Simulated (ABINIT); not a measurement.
Wanted: an ASE script for an ABINIT 10.8.3 (patched build) run.

| Item | Value |
| --- | --- |
| Task | single point |
| Functional | PBE |
| Potentials or basis | JTH PAW PBE v2.0 |
| Cutoff | 544 eV |
| k mesh | 11 × 11 × 11 |
| Occupations | fermi-dirac, width 0.05 eV |
| Spin | no spin polarisation |
| Fine-grid cutoff | 1088.46 eV |
| Exchange and correlation inside the PAW spheres | full angular mesh (pawxcdev 0, this build's default; the released program takes 1) |

The structure of NbP lies in NbP.xyz:

```xyz
4
Lattice="-1.6749232544 1.6749232544 5.7401081759 1.6749232544 -1.6749232544 5.7401081759 1.6749232544 1.6749232544 -5.7401081759" Properties=species:S:1:pos:R:3 pbc="T T T"
Nb     1.6749232544      0.0000000000      2.8686856462
Nb     0.0000000000      0.0000000000      5.7387397341
P      0.0000000000      1.6749232544      3.8200163902
P      0.0000000000      0.0000000000      0.9499623022
```

The cell is a database's computed one.

The input as run:

run.py

```python
import json, os
import numpy as np
from ase.units import GPa
from ase.calculators.abinit import Abinit, AbinitProfile
from ase.io import read

atoms = read('NbP.xyz')

profile = AbinitProfile(command='abinit', pp_paths=[os.path.abspath('pseudos')])
params = dict(
    pps='pawxml', xc='PBE',
    ecut=544.2277,
    pawecutdg=1088.4554,
    kptopt=1,
    ngkpt=[11, 11, 11],
    nshiftk=1,
    shiftk=[0.0, 0.0, 0.0],
    ixc=11,
    nband=22,
    occopt=3,
    tsmear=0.05,
    nstep=100,
    tolvrs=1e-09,
    prtwf=0,
    prtden=0,
)

atoms.calc = Abinit(profile=profile, directory='run', **params)
energy = atoms.get_potential_energy()
forces = atoms.get_forces()
stress = atoms.get_stress()
print(f'energy {energy:.6f} eV')
print('forces (eV/A)')
print(np.round(forces, 5))
print('stress (GPa, Voigt, tension positive)', np.round(stress / GPa, 4))
json.dump(dict(energy=energy, forces=forces.tolist(), stress=stress.tolist(), cell=atoms.cell.tolist(), frac=atoms.get_scaled_positions(wrap=False).tolist()), open('results.json', 'w'))
```

Potentials or basis: JTH PAW PBE v2.0.

The run is started by

```bash
$ python run.py
```

It gave:

```
Pressure                                              : -1.4 GPa
Largest force                                         : 0.016 eV/Å
Band gap on the k mesh                                : none (metal or under the smearing width)
Valence electrons inside the program's atomic spheres : Nb 10.14; P 1.60
```

Run time: 5.6 min on 1 thread of Arm Neoverse V1, on a shared host, peak memory 0.37 GiB.
